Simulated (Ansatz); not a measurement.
## GaAs: Born charges and dielectric tensor with PBEsol

**Measured values to compare with.**

From “Evidence of valence band perturbations in GaAsN/GaAs(001): A combined variable-angle spectroscopic ellipsometry and modulated photoreflectance investigation”, 2008, arxiv:0805.2212, for a bulk crystal of GaAs at 300 K: band gap 1.412 ± 0.01 eV (direct).

A printed reference work, textbook reports, for a bulk crystal of GaAs at 300 K: high-frequency dielectric constant 10.89.

GaAs:

```
As Ga
1.0
     0.00000    2.82685    2.82685
     2.82685    0.00000    2.82685
     2.82685    2.82685    0.00000
As Ga
1 1
Direct
  0.75000 0.75000 0.75000
  0.00000 0.00000 0.00000
```

```yaml
Program: Ansatz 0.2.0
Task: Born charges and dielectric tensor
Functional: PBEsol
Potentials_or_basis: Ansatz PAW
Cutoff: "420 eV (not typed: the program's choice for these potentials)"
k_mesh: 8 × 8 × 8
Occupations: fixed
Spin: no spin polarisation
```

```yaml
Band_gap_on_the_k_mesh: 0.44 eV, direct
Electronic_dielectric_tensor_diagonal: 14.17
Born_charges_mean_of_the_diagonal: As -2.11; Ga +2.11 e
```

Levels at points of the mesh, in eV from the valence-band top:
```
             k point  band 10  band 11  band 12  band 13  band 14  band 15  band 16  band 17  band 18
  (0.00, 0.00, 0.00)   -14.71   -12.75     0.00     0.00     0.00     0.44     3.70     3.70     3.70
 (0.00, 0.00, -0.50)   -14.70   -10.98    -6.67    -1.15    -1.15     0.93     4.59     4.59     7.58
(0.00, -0.50, -0.50)   -14.69   -10.24    -6.84    -2.69    -2.69     1.36     1.58    10.13    10.13
 (-0.50, 0.00, 0.00)   -14.70   -10.98    -6.67    -1.15    -1.15     0.93     4.59     4.59     7.58
(-0.50, 0.00, -0.50)   -14.69   -10.24    -6.84    -2.69    -2.69     1.36     1.58    10.13    10.13
```

Electronic dielectric tensor:
```
14.17  0.00  0.00
 0.00 14.17  0.00
 0.00  0.00 14.17
```

Born effective charge tensors (e):
atom 1, As
```
-2.11  0.00  0.00
 0.00 -2.11  0.00
 0.00  0.00 -2.11
```
atom 2, Ga
```
2.11 0.00 0.00
0.00 2.11 0.00
0.00 0.00 2.11
```

Wall time 35 s on 2 threads of Arm Neoverse V1 (shared host), peak memory 0.68 GiB.

Against the measured gap of GaAs, 1.412 eV (direct; 300 K; “Evidence of valence band perturbations in GaAsN/GaAs(001): A combined variable-angle spectroscopic ellipsometry and modulated photoreflectance investigation”, 2008, arxiv:0805.2212), the calculated 0.44 eV is off by -0.97 eV. 3 values of this kind are on record (1.412 to 1.51 eV); this one was drawn at random among those near their median, those with a stated uncertainty first. Spin-orbit coupling on As, Ga is left out. The value is that of PBEsol on a finite k mesh, which can miss the band edges, without temperature or zero-point motion. Semilocal functionals fall short of measured gaps as a rule. Against the measured high-frequency dielectric constant of GaAs, 10.89 (300 K; a printed reference work, textbook), the calculated 14.17 is off by +30.1 %. So large a miss can be the level of theory's own, or it may mean another phase, state or a wrong row.

Caveat: the gap is small at this level, which inflates the dielectric constant.
